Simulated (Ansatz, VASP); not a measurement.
# AlN in two plane-wave programs, part 2 of 2

Wanted: the spread between two codes on one cell, functional and k mesh.

VASP 6.6.1 and Ansatz 0.2.0.

So far. Step 2 (VASP: band structure, PBE): The run ends at a pressure of 1.26 GPa, with forces up to 0.0013 eV/Å.

The database entry behind the starting cell differs from later determinations by our own check (inner coordinate u about 0.002 short), so it need not match the best structure at ambient conditions.

## 6. Ansatz: single point, PBE

Level of this step: Ansatz beside VASP: Kohn-Sham DFT, plane waves, PBE (Ansatz).

A single point gives forces, pressure and levels at one fixed geometry, so differences don't come from the geometry; what else differs is listed under the comparison. The cell compared in this pair holds 43.06 Å³, against 41.80 Å³ for the pair before.

input.yaml

```yaml
crystal:
  lattice:
    - [3.1438237868, 0.0, 0.0]
    - [-1.5719118934, 2.7226312644, 0.0]
    - [0.0, 0.0, 5.0303200392]
  atoms:
    - { symbol: Al, position: [0.6666666667, 0.3333333333, 0.4990015937] }
    - { symbol: Al, position: [0.3333333333, 0.6666666667, 0.9990015937] }
    - { symbol: "N", position: [0.6666666667, 0.3333333333, 0.8809984063] }
    - { symbol: "N", position: [0.3333333333, 0.6666666667, 0.3809984063] }
hamiltonian:
  xc: pbe
  pseudopotentials: { kind: paw }
kpoints:
  mp_grid: { grid: [6, 6, 4] }
scf:
  occupations: { method: gaussian, width: 0.01 }
  n_extra_bands: 5
output:
  forces: true
  stress: true
  eigenvalues: true
```

Launch:

```console
$ ansatz run input.yaml --threads 2 --pin off --max-ram 4608MiB --backend cpu --events-out ev --progress --plain --runs-dir out
```

Numbers of over 12 decimals in the logs are rounded to 6 here.

What it wrote:

```text
[...]
Crystal: 4 atoms, lattice volume = 43.057 Å³
Basis set: ecut = 420 eV, 845 PW (Γ), exchange–correlation on 48×48×72 points (8 copies of the dense FFT grid, shifted against one another)
Bands: 13, of which v1, the nominal top of the filled ones, is band 8 counted from 1 (7 counted from 0)
Symmetry: 12 space group operations
[...]
k-points: 21 of 144 (time reversal used)
[...]
k-point 0: bands = [... 4 lower, 5.9807, 6.6231, 6.6231, 6.8416, 10.7680, 13.2290, 17.2070, 17.7643, ... 1 higher]
  k-point 1: bands = [... 4 lower, 6.0702, 6.0702, 6.5245, 6.5245, 11.7414, 13.3452, 16.8758, 17.7379, ... 1 higher]
  k-point 2: bands = [... 4 lower, 6.2930, 6.2930, 6.2930, 6.2930, 13.0359, 13.0359, 16.9224, 16.9224, ... 1 higher]
  k-point 20: bands = [... 4 lower, 3.0885, 3.0885, 6.0542, 6.0542, 14.1558, 14.1558, 14.4817, 14.4817, ... 1 higher]
[key lines of the parts left out:]
SCF converged after 6 iterations
Free energy (F): -1848.503323 eV
Fermi energy:    8.804771 eV
P = ⅓ Tr σ = -2.1241 GPa (-21.241 kbar)
```

Run time: 1.2 s. Hardware: 2 threads of Arm Neoverse N1, shared host; peak memory 0.27 GiB; 2.2 s of CPU time.

The run ends at a pressure of -2.12 GPa, with forces up to 0.010 eV/Å.

## 7. VASP: single point, PBE

The same cell, functional, mesh and smearing now go to VASP, with its own data sets and cutoff.

INCAR

```
SYSTEM = AlN
PREC = Accurate
ENCUT = 450
EDIFF = 1E-08
NELM = 100
ISMEAR = 0
SIGMA = 0.01
LREAL = .FALSE.
ALGO = Normal
GGA = PE
NBANDS = 14
LORBIT = 11
LWAVE = .TRUE.
LCHARG = .FALSE.
KPAR = 8
```

POSCAR

```
AlN
1.0
    3.1438237868      0.0000000000      0.0000000000
   -1.5719118934      2.7226312644      0.0000000000
    0.0000000000      0.0000000000      5.0303200392
Al N
2 2
Direct
    0.6666666667      0.3333333333      0.4990015937
    0.3333333333      0.6666666667      0.9990015937
    0.6666666667      0.3333333333      0.8809984063
    0.3333333333      0.6666666667      0.3809984063
```

KPOINTS

```
Automatic mesh
0
Gamma
6 6 4
0 0 0
```

The projector-augmented-wave data sets are Al_GW and N_GW (PBE family, release 64).

Launch:

```console
$ mpirun -np 8 vasp_std
```

What it wrote:

```text
[banner, memory and clock lines left out]
running    8 mpi-ranks, on    1 nodes
[...]
[... a notice as in an earlier step ...]

 LDA part: xc-table for (Slater+PW92), standard interpolation
 POSCAR, INCAR and KPOINTS ok, starting setup
[...]
entering main loop
       N       E                     dE             d eps       ncg     rms          rms(c)
DAV:   1     0.554461043601E+02    0.55446E+02   -0.66978E+03   588   0.911E+02
DAV:   2    -0.297927496645E+02   -0.85239E+02   -0.75186E+02   868   0.252E+02
DAV:   3    -0.343455223839E+02   -0.45528E+01   -0.45175E+01   810   0.531E+01
DAV:   4    -0.344134988018E+02   -0.67976E-01   -0.67951E-01   690   0.829E+00
[...]
DAV:  14    -0.298184147136E+02   -0.19581E-07   -0.17918E-07   714   0.389E-03    0.377E-04
DAV:  15    -0.298184147281E+02   -0.14520E-07   -0.25742E-09   582   0.572E-04    0.256E-04
DAV:  16    -0.298184147335E+02   -0.54150E-08   -0.24735E-09   474   0.479E-04
   1 F= -.29818415E+02 E0= -.29818415E+02  d E =-.307861E-12
 writing wavefunctions
```

OUTCAR, selected parts (step 7):

```text
  Total       -1.2501391     -1.2501391     -1.0937461      0.0000000      0.0000000      0.0000000
  in kB      -46.5185613    -46.5185613    -40.6990686      0.0000000      0.0000000      0.0000000
  external PRESSURE =     -44.5787304 kB  Pullay stress =       0.0000000 kB

 POSITION                                       TOTAL-FORCE (eV/Angst)
 -----------------------------------------------------------------------------------
      1.57191      0.90754      2.51014        -0.000000      0.000000      0.011197
     -0.00000      1.81509      5.02530         0.000000     -0.000000      0.011197
      1.57191      0.90754      4.43170        -0.000000      0.000000     -0.011197
     -0.00000      1.81509      1.91654         0.000000     -0.000000     -0.011197
 -----------------------------------------------------------------------------------
    total drift:                                0.000000      0.000000     -0.001077

  FREE ENERGIE OF THE ION-ELECTRON SYSTEM (eV)
  ---------------------------------------------------
  free  energy   TOTEN  =       -29.8184147335 eV

  energy  without entropy=      -29.8184147335  energy(sigma->0) =      -29.81841473

[... 1 part as in an earlier step ...]

[... 2 further parts left out ...]
[key lines of the parts left out:]
E-fermi :   4.9276
```

The run ends at a pressure of -4.46 GPa, with forces up to 0.011 eV/Å.

## 8. Comparison

The two programs side by side:

```csv
quantity,Ansatz,VASP,difference
gap on the k mesh (eV),3.926,3.930,-0.004
```

Not compared: the pressure (VASP's GW data sets at this cutoff don't carry it). A gap on the mesh is an upper bound, since the band edges may lie between its points.

## 9. Further runs

Further runs change the set-up of one program: Ansatz's method, potentials or start, or VASP's data sets, cutoff or form of LDA. The table gives Ansatz less VASP for each quantity, since a change that brings one quantity closer may part another.

```csv
run,r.m.s. force difference (meV/Å),gap on the k mesh (eV)
as above,0.52,-0.0036
Ansatz's all-electron LAPW method,0.17,0.0028
Ansatz's larger PAW set (cutoff 1050 eV),0.18,0.0038
norm-conserving potentials (cutoff 1240 eV),0.23,-0.0024
```

## 10. What came out

```
difference in gap over the path points (band structure, PBE) : -0.0022 eV
difference in gap on the k mesh (single point, PBE)          : -0.0036 eV
```

**Reading.** The difference in gap on the k mesh is -0.0036 eV (single point, PBE), within the 0.08 eV picked in this series as the mark of a large difference. Band structure, PBE, Ansatz's all-electron LAPW method: the difference in gap over the path points goes from -0.0022 to 0.0051 eV. Band structure, PBE, Ansatz's larger PAW set (cutoff 1050 eV): the difference in gap over the path points goes from -0.0022 to 0.0062 eV. Band structure, PBE, norm-conserving potentials (cutoff 1240 eV): r.m.s. force difference goes from 0.19 to 0.67 meV/Å; the difference in gap over the path points goes from -0.0022 to -2.0e-4 eV. Single point, PBE, Ansatz's all-electron LAPW method: r.m.s. force difference goes from 0.52 to 0.17 meV/Å; the difference in gap on the k mesh goes from -0.0036 to 0.0028 eV. Single point, PBE, Ansatz's larger PAW set (cutoff 1050 eV): r.m.s. force difference goes from 0.52 to 0.18 meV/Å; the difference in gap on the k mesh goes from -0.0036 to 0.0038 eV. 1 further run of this series is not shown here. How closely two codes agree says nothing of how well the functional describes the real material.

[Lines on the potential files, build, host, timing and source positions are cut from VASP's logs without a mark.]

[Logs are printed without paths, hosts, clocks, repeated set-up lines and the standing remarks that a program may print on its own settings, such as how far it seeks lower states.]

[Hosts, paths, dates, database ids (printed as entryN), source tags and the programs' standing remarks are cut or masked in the printed files.]
